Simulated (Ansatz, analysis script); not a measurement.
# Free-standing square V monolayer, spacing 3.002 Å: spin spirals and exchange

Aim: the energy of a free-standing square V monolayer, spacing 3.002 Å as its moments wind into spirals of wavevector q.

Method: LDA, PAW set soft_1 (files made for PBE), in Ansatz 0.2.0.

### 1. Starting point

The cell holds 1 atom: 1 V. Its edges and angles: a = 3.002 Å, b = 3.002 Å, c = 14.000 Å, α = 90.0°, β = 90.0°, γ = 90.0°. An idealised lattice of chosen spacing, in vacuum. Vacuum lies along c.

### 2. Starting state

A collinear run comes first: it shows whether moments survive, and how large they are.

Contents of input.yaml:

```yaml
crystal:
  lattice:
    - [3.002, 0.0, 0.0]
    - [0.0, 3.002, 0.0]
    - [0.0, 0.0, 14.0]
  atoms:
    - { symbol: V, position: [0.0, 0.0, 0.5], spin: 1.5 }
magnetization:
  spin_polarized: true
kpoints:
  mp_grid: { grid: [6, 6, 1] }
hamiltonian:
  xc: lda
  pseudopotentials: { kind: paw, azcp: { folder: soft_1 }, xc_functional: pbe }
scf:
  occupations: { method: fermi_dirac, width: 0.1 }
  max_iter: 120
  convergence: { dr2_threshold: 1.0e-08 }
  lower_state_search: "off"
```

Run with:

```bash
> ansatz run input.yaml --threads 4 --pin off --max-ram 8192MiB --backend cpu --events-out ev --progress --plain --runs-dir out
```

Numbers of over 12 decimals in the logs are rounded to 6 here.

The program printed:

```text
Engine: ansatz 0.2.0, aarch64-unknown-linux-gnu
Pseudopotentials: kind: paw
Pseudopotential: V, paw, valence charge 13, recommended cutoff 420 eV (normal), soft_1/V.paw.azcp
Functional definition: SPW92
  exchange = slater_x
  correlation = pw_c
Crystal: 1 atoms, lattice volume = 126.168 Å³
Basis set: ecut = 420 eV, 2407 PW (Γ)
Bands: 12, of which v1, the nominal top of the filled ones, is band 7 counted from 1 (6 counted from 0)
Symmetry: 16 space group operations
Space group: P4/mmm (ITA 123), of the structure as read, at distance tolerance 5.0e-5 Å
Magnetic group: BNS 123.339 (UNI 999), of the structure as read, at distance tolerance 5.0e-5 Å
k-points: 10 of 36
Non-local potential: V, projectors of the file, l = 0: 3, l = 1: 2, l = 2: 3, l = 3: 1
PAW form: soft (Blöchl's): semilocal exchange-correlation on the pseudo side does not see the compensation charge
PAW frozen core: V, regenerated for the run's functional, and the local potential with it (the file was generated under x = pbe(κ = 0.804, μ = 0.219515), c = pbe(β = 0.066725))
PAW one-centre angular grid: V, 590 points (default); XC on 64 Gauss nodes
Initial density: superposition of atomic densities (neutral atoms: chi_scale 0, normalization atom)
Starting moments: Σ|m| = 1.5 μB on 1 of 1 site
Initial wavefunctions: pseudopotential atomic-orbital guess
Functional: x = slater, c = lda
SCF iter   1: F=—  HF=-2856.388262 eV  |F-HF|=—  |Δ(HF+E_count)|=         —  Δρ=1.97e-2 (↑1.97e-2 ↓1.40e-2)  dr2=1.36e0  dr2_m=1.70e-1  M=2.218 μB ∫|m|=2.219 μB  β_m=1.00  ethr=3.10e-3  ⟨swp⟩=5.5  Hψ=1336  notcnv=0
preconditioner: auto → LDOS  [metal: Δε(μ)=0.015 eV  Ē_g=3.452 eV  σ=0.100 eV  W_gap=0.04  n_scr=8 (ndim 8)  ℏωp=7.4 eV  f_vac=0.638  D(μ)=4.88/eV (n_scr^D=38)]
spin=Collinear: LDOS preconditioning applied to the charge; magnetization (m = ρ↑ − ρ↓) channel mixes plain (no charge-response kernel on spin).
SCF iter   2: F=—  HF=-2856.387128 eV  |F-HF|=—  |Δ(HF+E_count)|=   1.13e-3  Δρ=2.31e-2 (↑2.31e-2 ↓8.18e-3)  dr2=6.82e-1  dr2_m=2.55e-1  M=2.905 μB ∫|m|=2.907 μB  β_m=1.00  ethr=3.10e-3  ⟨swp⟩=2.0  Hψ=447  notcnv=0
SCF iter   3: F=—  HF=-2856.354544 eV  |F-HF|=—  |Δ(HF+E_count)|=   3.26e-2  Δρ=1.33e-2 (↑1.33e-2 ↓4.56e-3)  dr2=3.34e-1  dr2_m=5.82e-2  M=3.218 μB ∫|m|=3.220 μB  β_m=1.00  ethr=3.10e-3  ⟨swp⟩=1.9  Hψ=342  notcnv=0
SCF iter   4: F=—  HF=-2856.337716 eV  |F-HF|=—  |Δ(HF+E_count)|=   1.68e-2  Δρ=5.91e-3 (↑5.91e-3 ↓2.16e-3)  dr2=1.75e-2  dr2_m=1.04e-2  M=3.215 μB ∫|m|=3.216 μB  β_m=0.30  ethr=2.57e-3  ⟨swp⟩=2.6  Hψ=431  notcnv=0
SCF iter   5: F=—  HF=-2856.396205 eV  |F-HF|=—  |Δ(HF+E_count)|=   5.85e-2  Δρ=1.90e-3 (↑1.90e-3 ↓1.38e-3)  dr2=7.11e-3  dr2_m=1.78e-3  M=3.279 μB ∫|m|=3.281 μB  β_m=1.00  ethr=1.35e-4  ⟨swp⟩=2.5  Hψ=490  notcnv=0
SCF iter   6: F=—  HF=-2856.430890 eV  |F-HF|=—  |Δ(HF+E_count)|=   3.47e-2  Δρ=1.46e-3 (↑1.46e-3 ↓8.53e-4)  dr2=3.20e-3  dr2_m=7.24e-4  M=3.324 μB ∫|m|=3.326 μB  β_m=1.00  ethr=5.47e-5  ⟨swp⟩=2.1  Hψ=346  notcnv=0
SCF iter   7: F=—  HF=-2856.444603 eV  |F-HF|=—  |Δ(HF+E_count)|=   1.37e-2  Δρ=6.43e-4 (↑6.43e-4 ↓4.07e-4)  dr2=7.70e-4  dr2_m=1.58e-4  M=3.335 μB ∫|m|=3.337 μB  β_m=1.00  ethr=2.46e-5  ⟨swp⟩=1.6  Hψ=276  notcnv=0
SCF iter   8: F=—  HF=-2856.453537 eV  |F-HF|=—  |Δ(HF+E_count)|=   8.93e-3  Δρ=1.43e-3 (↑1.43e-3 ↓3.49e-4)  dr2=2.46e-3  dr2_m=4.33e-4  M=3.322 μB ∫|m|=3.324 μB  β_m=0.30  ethr=5.92e-6  ⟨swp⟩=2.0  Hψ=423  notcnv=0
Mixer restart at iter 8: flushing history
spin-set hold released at iteration 8 (site moments contracting): the magnetisation degrees of freedom join the quasi-Newton model from the next iteration; the mixer history was flushed
SCF iter   9: F=—  HF=-2856.457459 eV  |F-HF|=—  |Δ(HF+E_count)|=   3.92e-3  Δρ=3.93e-4 (↑3.93e-4 ↓2.89e-4)  dr2=2.84e-4  dr2_m=5.40e-5  M=3.339 μB ∫|m|=3.341 μB  β_m=0.65  ethr=5.92e-6  ⟨swp⟩=2.1  Hψ=333  notcnv=0
SCF iter  10: F=—  HF=-2856.462301 eV  |F-HF|=—  |Δ(HF+E_count)|=   4.84e-3  Δρ=5.54e-4 (↑5.54e-4 ↓3.15e-4)  dr2=1.10e-4  dr2_m=2.09e-4  M=3.367 μB ∫|m|=3.369 μB  β_m=0.79  ethr=2.19e-6  ⟨swp⟩=2.0  Hψ=407  notcnv=0
SCF iter  11: F=—  HF=-2856.462549 eV  |F-HF|=—  |Δ(HF+E_count)|=   2.48e-4  Δρ=3.01e-4 (↑3.01e-4 ↓1.94e-4)  dr2=9.68e-5  dr2_m=5.17e-5  M=3.383 μB ∫|m|=3.385 μB  β_m=0.87  ethr=8.46e-7  ⟨swp⟩=2.2  Hψ=338  notcnv=0
SCF iter  12: F=—  HF=-2856.462560 eV  |F-HF|=—  |Δ(HF+E_count)|=   1.09e-5  Δρ=1.11e-4 (↑1.11e-4 ↓3.69e-5)  dr2=1.73e-5  dr2_m=3.76e-6  M=3.386 μB ∫|m|=3.388 μB  β_m=0.88  ethr=7.45e-7  ⟨swp⟩=1.6  Hψ=273  notcnv=0
SCF iter  13: F=—  HF=-2856.462562 eV  |F-HF|=—  |Δ(HF+E_count)|=   2.09e-6  Δρ=4.58e-5 (↑4.58e-5 ↓2.05e-5)  dr2=8.67e-7  dr2_m=1.15e-6  M=3.387 μB ∫|m|=3.389 μB  β_m=0.94  ethr=1.33e-7  ⟨swp⟩=2.5  Hψ=369  notcnv=0
SCF iter  14: F=—  HF=-2856.462560 eV  |F-HF|=—  |Δ(HF+E_count)|=   1.87e-6  Δρ=5.32e-6 (↑5.32e-6 ↓2.80e-6)  dr2=3.46e-8  dr2_m=1.18e-8  M=3.387 μB ∫|m|=3.389 μB  β_m=0.97  ethr=6.67e-9  ⟨swp⟩=2.9  Hψ=388  notcnv=0
iter 15 did not close the SCF: its close was put off for the exchange–correlation potential of the local minority spin (scf_convergence_deferred on its scf_iter line)
SCF iter  15: F=-2856.462560 eV  HF=-2856.462560 eV  |F-HF|=4.84e-10  |Δ(HF+E_count)|=   6.99e-8  Δρ=9.54e-7 (↑9.54e-7 ↓3.86e-7)  dr2=1.37e-9  dr2_m=2.77e-10  M=3.387 μB ∫|m|=3.389 μB  β_m=0.99  ethr=7.69e-11  ⟨swp⟩=2.0  Hψ=452  notcnv=0
SCF iter  16: F=-2856.462560 eV  HF=-2856.462560 eV  |F-HF|=4.55e-12  |Δ(HF+E_count)|=   3.65e-8  Δρ=8.11e-8 (↑8.11e-8 ↓5.32e-8)  dr2=7.20e-12  dr2_m=2.80e-12  M=3.387 μB ∫|m|=3.389 μB  ethr=1.05e-11  ⟨swp⟩=1.0  Hψ=672  notcnv=0
SCF 1 converged in 16 iterations: F = -2856.462560 eV  dr2 = 7.20e-12
  greatest PAW one-centre occupation: 1.000 electrons in one spin orbital (limit 2), on the V atom at site 0 (counted from 0), in its partial waves of l = 0
SCF converged after 16 iterations
Magnetization: 3.3874 μB (8.1937 up, 4.8063 down)
Absolute magnetization: 3.3894 μB (∫|ρ↑−ρ↓|, with the PAW one-centre terms)
Spin contamination: 0.0047 ħ² per cell (⟨S²⟩ above its minimum at these occupations)
Per-site moments (μB) at R_I (Å): [(2.814444, 1.238325)]
Free energy (F): -2856.462560 eV
Harris-Foulkes:  -2856.462560 eV  (|F-HF|=4.55e-12)
Internal energy: -2856.354245 eV  (E = F + TS)
E sigma→0 (E₀):  -2856.408402 eV
Entropy (-TS):   -0.108315 eV (-108.315 meV/atom)
Fermi energy:    -1.850344 eV
--- Per-component energies (eV) ---
  E_band       = -379.711592
  E_kinetic    = 289.976240
  E_local      = -4495.595871  (includes V_loc(G=0)·N_el)
  E_nonlocal   = 90.969878
  E_hartree    = 2044.293818
  E_xc         = -108.610839
  E_vxc        = -137.985801  (∫ρ·V_xc dr)
  E_paw        = -1076.326647  (= ΣΔE_a)
  E_vpaw       = -215.664582  (= ΣTr[D̂ρ^β])
  E_aug_tail   = 0.001043  (compensation charges beyond the density's cutoff)
  E_ewald      = 398.591982
  E_core_change = 0.346150  (= ΣΔE_core)
  E_smearing   = -0.108315  (= −TS)
  E_closure    = -0.000000  (closes the sum)
  Σ components = -2856.462560   (vs F -2856.462560, Δ=0.00e0)
```

It took 0.96 s on 4 threads of Arm Neoverse V2, shared host; peak memory 0.3 GiB.

Reading the cycles: dr2 is the Hartree energy of the density residual (eV), the measure of convergence; HF is the Harris–Foulkes estimate of the energy, which meets the free energy F at convergence.

Spin moment in the atom's sphere by atom:

| atom | spin moment in the atom's sphere (μB) |
| --- | --- |
| V1 | 2.81 |

The run ends ferromagnetic, with a net moment of 3.39 μB a cell. With one V atom carrying the moment, parallel order of its images is forced by the cell, not found.

### 3. Mesh refined

Levels at the Fermi energy are partly filled, so moments and energy differences can hang on the k-mesh, and the state is solved again on a denser one.

input.yaml, the sections that differ from step 2:

```yaml
crystal:
  lattice:
    - [3.002, 0.0, 0.0]
    - [0.0, 3.002, 0.0]
    - [0.0, 0.0, 14.0]
  atoms:
    - { symbol: V, position: [0.0, 0.0, 0.5], spin: 2.81 }
kpoints:
  mp_grid: { grid: [18, 18, 1] }
basis:
  ecutwfc: 420.0
checkpoint:
  read: start
  write: ck
  compress: false
  write_wavefunctions: false
  write_every: 100000
# magnetization, hamiltonian, scf: as in step 2
```

The program printed:

```text
[...]
SCF converged after 9 iterations
Magnetization: 3.5092 μB (8.2546 up, 4.7454 down)
Absolute magnetization: 3.5112 μB (∫|ρ↑−ρ↓|, with the PAW one-centre terms)
[...]
Per-site moments (μB) at R_I (Å): [(2.883554, 1.238325)]
Free energy (F): -2856.468391 eV
[...]
Internal energy: -2856.363076 eV  (E = F + TS)
E sigma→0 (E₀):  -2856.415733 eV
Entropy (-TS):   -0.105315 eV (-105.315 meV/atom)
Fermi energy:    -1.872608 eV
[...]
```

Run time: 1.8 s. Hardware: 4 threads; peak memory 0.43 GiB.

Spin moment in the atom's sphere by atom:

| atom | spin moment in the atom's sphere (μB) |
| --- | --- |
| V1 | 2.88 |

The run ends ferromagnetic, with a net moment of 3.51 μB a cell, against 3.39 μB on the first mesh.

Each spiral starts from these moments, tilted 90° from the rotation axis z (a flat spiral); sizes are free, while the program holds flat spirals in their plane. Spin–orbit coupling is switched off, so the energy does not depend on how the axis lies in the crystal. The folder named start holds the saved collinear state, from which each run begins.

The runs on spinors take the mesh 20×20×1.

### 4. q = (0, 0, 0)

The reference is the same input at q = 0, so that basis and exchange-correlation form match those at other q. Every q is chosen so that q/2 is a mesh vector: every spiral then samples the k-points of q = 0, and much mesh noise cancels.

input.yaml, the sections that differ from step 3:

```yaml
crystal:
  lattice:
    - [3.002, 0.0, 0.0]
    - [0.0, 3.002, 0.0]
    - [0.0, 0.0, 14.0]
  atoms:
    - { symbol: V, position: [0.0, 0.0, 0.5], spin: 2.88, spin_axis: [1.0, 0.0, 0.0] }
kpoints:
  mp_grid: { grid: [20, 20, 1] }
magnetization:
  noncollinear: true
  spin_spiral: { q: [0.0, 0.0, 0.0] }
checkpoint:
  read: start
# hamiltonian, scf, basis: as in step 3
```

Run with:

```bash
> ansatz run input.yaml --threads 1 --pin off --max-ram 2048MiB --backend cpu --events-out ev --progress --plain --runs-dir out
```

The program printed:

```text
Warning: checkpoint.read: spin treatment differs: saved collinear, current noncollinear; the saved charge density seeds this run and the saved magnetisation is carried along the axis that this deck's starting moments share; the saved density holds an absolute magnetisation of 3.5e0 μB; saved orbitals and DFT+U occupations are not carried; the saved PAW projector densities are carried along that axis
Warning: checkpoint.read: magnetization.spin_spiral differs: saved none, current q = [0, 0, 0]; the saved state is no spin spiral's: the SCF starts from none of its orbitals and from its density, each atom's moment turned about z as a whole to its place on this deck's spiral. A spiral's own state at q: [0, 0, 0] serves better
[...]
Crystal: 1 atoms, lattice volume = 126.168 Å³
Basis set: ecut = 420 eV, 2407 PW (Γ)
Bands: 22, of which v1, the nominal top of the filled ones, is band 13 counted from 1 (12 counted from 0)
Symmetry: 16 space group operations
k-points: 66 of 400
Spin spiral: q = (0, 0, 0) of the reciprocal vectors; moments are told in the frame that turns with it, a site's in that at the site
[...]
SCF iter   7: F=-2856.468382 eV  HF=-2856.468382 eV  |F-HF|=6.88e-10  |Δ(HF+E_count)|=   3.49e-8  Δρ=1.99e-6  dr2=1.17e-10  dr2_m=1.15e-9  ethr=2.64e-11  |M|=3.51e0 ∫|m|=3.52e0 μB  |m|>n=2.1e-2 m-floor=0.0e0 τ_xc=3.7e-24  ⟨swp⟩=2.4  Hψ=2651  notcnv=0
SCF 1 converged in 7 iterations: F = -2856.468382 eV  dr2 = 1.17e-10
[...]
SCF converged after 7 iterations
Magnetization: |M| = 3.5147 μB,  M = (+3.5147, +0.0000, +0.0000) μB
Absolute magnetization: 3.5167 μB (∫|m|, with the PAW one-centre terms)
  site 0: m = (+2.8872, +0.0000, +0.0000) μB, |m| = 2.8872 μB  (R = 1.24 Å)
Free energy (F): -2856.468382 eV
[...]
Internal energy: -2856.363180 eV  (E = F + TS)
E sigma→0 (E₀):  -2856.415781 eV
Entropy (-TS):   -0.105202 eV (-105.202 meV/atom)
Fermi energy:    -1.872607 eV
[...]
```

Wall time 23 s (1 thread); peak memory 0.61 GiB.

The largest moment is 2.89 μB, against 2.88 μB in the collinear run.

### 5. q = (0, 0.1, 0)

Only q changes. The cell stays that of the crystal, since the generalised Bloch theorem carries the rotation from cell to cell.

input.yaml, as its differences from that of step 4:

```diff
@@ -21,3 +21,3 @@
   noncollinear: true
-  spin_spiral: { q: [0.0, 0.0, 0.0] }
+  spin_spiral: { q: [0.0, 0.1, 0.0] }
 checkpoint:
```

The program printed:

```text
[...]
Crystal: 1 atoms, lattice volume = 126.168 Å³
Basis set: ecut = 420 eV, 2407 PW (Γ)
Bands: 22, of which v1, the nominal top of the filled ones, is band 13 counted from 1 (12 counted from 0)
Symmetry: 4 space group operations
k-points: 121 of 400
[...]
SCF iter   8: F=-2856.483224 eV  HF=-2856.483224 eV  |F-HF|=1.85e-9  |Δ(HF+E_count)|=   2.53e-8  Δρ=1.99e-6  dr2=1.36e-9  dr2_m=1.83e-9  ethr=7.69e-11  |M|=3.53e0 ∫|m|=3.55e0 μB  |m|>n=1.8e-2 m-floor=0.0e0 τ_xc=1.0e-17  ⟨swp⟩=2.9  Hψ=4976  notcnv=0
SCF 1 converged in 8 iterations: F = -2856.483224 eV  dr2 = 1.36e-9
[...]
SCF converged after 8 iterations
Magnetization: |M| = 3.5348 μB,  M = (+3.5348, -0.0000, +0.0000) μB
Absolute magnetization: 3.5520 μB (∫|m|, with the PAW one-centre terms)
  site 0: m = (+2.9130, -0.0000, +0.0000) μB, |m| = 2.9130 μB  (R = 1.24 Å)
Free energy (F): -2856.483224 eV
[...]
Internal energy: -2856.382091 eV  (E = F + TS)
E sigma→0 (E₀):  -2856.432658 eV
Entropy (-TS):   -0.101133 eV (-101.133 meV/atom)
Fermi energy:    -1.869772 eV
[...]
```

It took 41 s on 1 thread; peak memory 0.85 GiB.

The energy of the cell lies 14.8 meV below that at q = 0, and the largest moment is 2.91 μB against 2.89 μB.

### 6. q = (0, 0.2, 0)

input.yaml, as its differences from that of step 5:

```diff
@@ -21,3 +21,3 @@
   noncollinear: true
-  spin_spiral: { q: [0.0, 0.1, 0.0] }
+  spin_spiral: { q: [0.0, 0.2, 0.0] }
 checkpoint:
```

The program printed:

```text
[...]
Crystal: 1 atoms, lattice volume = 126.168 Å³
Basis set: ecut = 420 eV, 2407 PW (Γ)
Bands: 22, of which v1, the nominal top of the filled ones, is band 13 counted from 1 (12 counted from 0)
Symmetry: 4 space group operations
k-points: 121 of 400
[...]
SCF iter   8: F=-2856.511773 eV  HF=-2856.511773 eV  |F-HF|=5.03e-10  |Δ(HF+E_count)|=   4.07e-9  Δρ=2.68e-6  dr2=6.05e-9  dr2_m=2.99e-9  ethr=7.69e-11  |M|=3.52e0 ∫|m|=3.58e0 μB  |m|>n=1.5e-2 m-floor=0.0e0 τ_xc=2.1e-17  ⟨swp⟩=1.0  Hψ=6653  notcnv=0
SCF 1 converged in 8 iterations: F = -2856.511773 eV  dr2 = 6.05e-9
[...]
SCF converged after 8 iterations
Magnetization: |M| = 3.5208 μB,  M = (+3.5208, -0.0000, +0.0000) μB
Absolute magnetization: 3.5794 μB (∫|m|, with the PAW one-centre terms)
  site 0: m = (+2.9430, -0.0000, +0.0000) μB, |m| = 2.9430 μB  (R = 1.24 Å)
Free energy (F): -2856.511773 eV
[...]
Internal energy: -2856.413103 eV  (E = F + TS)
E sigma→0 (E₀):  -2856.462438 eV
Entropy (-TS):   -0.098671 eV (-98.671 meV/atom)
Fermi energy:    -1.866998 eV
[...]
```

Wall time 43 s (1 thread); peak memory 0.85 GiB.

The energy of the cell lies 43.4 meV below that at q = 0, and the largest moment is 2.94 μB against 2.89 μB.

(Part 1 of 2 ends here.)

[Logs and program files are shortened in this print: banners, set-up blocks, solver, clock and traceback lines can be left out without a mark of their own.]

[Logs are printed without paths, hosts, clocks, repeated set-up lines and the standing remarks that a program may print on its own settings, such as how far it seeks lower states.]

[Hosts, paths, dates, database ids (printed as entryN), source tags and the programs' standing remarks are cut or masked in the printed files.]
